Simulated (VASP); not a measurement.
# SiC: relaxed cell and band gap, by functional

SiC, F-43m (no. 216), 2 atoms in the cell.

| Functional | Volume (Å³/atom) | Change from the starting volume (fraction) | Gap, path and mesh (eV) | Time (s) |
|---|---|---|---|---|
| Wu-Cohen (libxc) | 10.35 | 0.000 | 1.27 | 35 |
| HCTH/407 (libxc) | 10.33 | -0.002 | 1.69 | 43 |
| APBE (libxc) | 10.54 | 0.018 | 1.42 | 47 |
| RGE2 (libxc) | 10.43 | 0.008 | 1.20 | 44 |
| HTBS (libxc) | 10.45 | 0.010 | 1.22 | 46 |
| B86 with PBE correlation (libxc) | 10.57 | 0.021 | 1.42 | 52 |
| N12 (libxc) | 10.00 | -0.034 | 1.35 | 46 |
| LDA, PW92 (libxc) | 10.13 | -0.020 | 1.29 | 33 |

## Input of the first row

INCAR.step1:
```
SYSTEM = SiC
PREC     = Accurate       ! precision mode
ENCUT    = 600            ! plane-wave cutoff, eV
EDIFF    = 1E-7           ! SCF threshold, eV
ISMEAR   = 0              ! smearing method
SIGMA    = 0.02           ! smearing width, eV
LREAL    = .False.        ! projectors in reciprocal space
LASPH    = .True.         ! aspherical terms in the spheres
GGA_COMPAT= .False.      
ALGO     = Normal         ! electronic algorithm
NELM     = 150            ! most SCF steps
ISIF     = 3              ! what is computed and relaxed
LWAVE    = .False.        ! write WAVECAR
LCHARG   = .False.        ! write CHGCAR
GGA      = LIBXC          ! functional
LIBXC1   = GGA_X_WC     
LIBXC2   = GGA_C_PBE    
IBRION   = 2              ! ionic algorithm
EDIFFG   = -0.005         ! ionic threshold
NSW      = 60             ! ionic steps
```

INCAR.step2, as INCAR.step1 but for:
```
- NSW = 60
+ NSW = 40
```

INCAR.step3, as INCAR.step2 but for:
```
- ISIF = 3
- IBRION = 2
- EDIFFG = -0.005
- NSW = 40
+ ISIF = 2
+ NBANDS = 11
```

KPOINTS:
```
k-points
0
Gamma
  8 8 8
```

KPOINTS_OPT:
```
path GXWKGLUWLK,UX
8
line-mode
reciprocal
 0.0000000000  0.0000000000  0.0000000000  G
 0.5000000000  0.0000000000  0.5000000000  X

 0.5000000000  0.0000000000  0.5000000000  X
 0.5000000000  0.2500000000  0.7500000000  W

 0.5000000000  0.2500000000  0.7500000000  W
 0.3750000000  0.3750000000  0.7500000000  K

 0.3750000000  0.3750000000  0.7500000000  K
 0.0000000000  0.0000000000  0.0000000000  G

 0.0000000000  0.0000000000  0.0000000000  G
 0.5000000000  0.5000000000  0.5000000000  L

 0.5000000000  0.5000000000  0.5000000000  L
 0.6250000000  0.2500000000  0.6250000000  U

 0.6250000000  0.2500000000  0.6250000000  U
 0.5000000000  0.2500000000  0.7500000000  W

 0.5000000000  0.2500000000  0.7500000000  W
 0.5000000000  0.5000000000  0.5000000000  L

 0.5000000000  0.5000000000  0.5000000000  L
 0.3750000000  0.3750000000  0.7500000000  K

 0.6250000000  0.2500000000  0.6250000000  U
 0.5000000000  0.0000000000  0.5000000000  X
```

POSCAR.step1:
```
SiC
1.0
    0.0000000000      2.1790000000      2.1790000000
    2.1790000000      0.0000000000      2.1790000000
    2.1790000000      2.1790000000      0.0000000000
Si C
1 1
Direct
    0.0000000000      0.0000000000      0.0000000000
    0.7500000000      0.7500000000      0.7500000000
```

Commands (each step's output is kept before the next begins):
```
cat potpaw_PBE.64/Si/POTCAR potpaw_PBE.64/C/POTCAR > POTCAR
cp INCAR.step1 INCAR
cp POSCAR.step1 POSCAR
mpirun -np 1 vasp_std > vasp.out
cp CONTCAR POSCAR
rm WAVECAR CHG
cp INCAR.step2 INCAR
mpirun -np 1 vasp_std > vasp.out
cp CONTCAR POSCAR
rm WAVECAR CHG
cp INCAR.step3 INCAR
mpirun -np 1 vasp_std > vasp.out
```

Changes of the last row against the first:
```
(all steps)
- LIBXC1 = GGA_X_WC
- LIBXC2 = GGA_C_PBE
+ LIBXC1 = LDA_X
+ LIBXC2 = LDA_C_PW
- cat potpaw_PBE.64/Si/POTCAR potpaw_PBE.64/C/POTCAR > POTCAR
+ cat potpaw_LDA.64/Si/POTCAR potpaw_LDA.64/C/POTCAR > POTCAR
```

VASP 6.6.1 took 35 s on 1 core (AMD EPYC 7R13 (Zen 3)), a shared host.
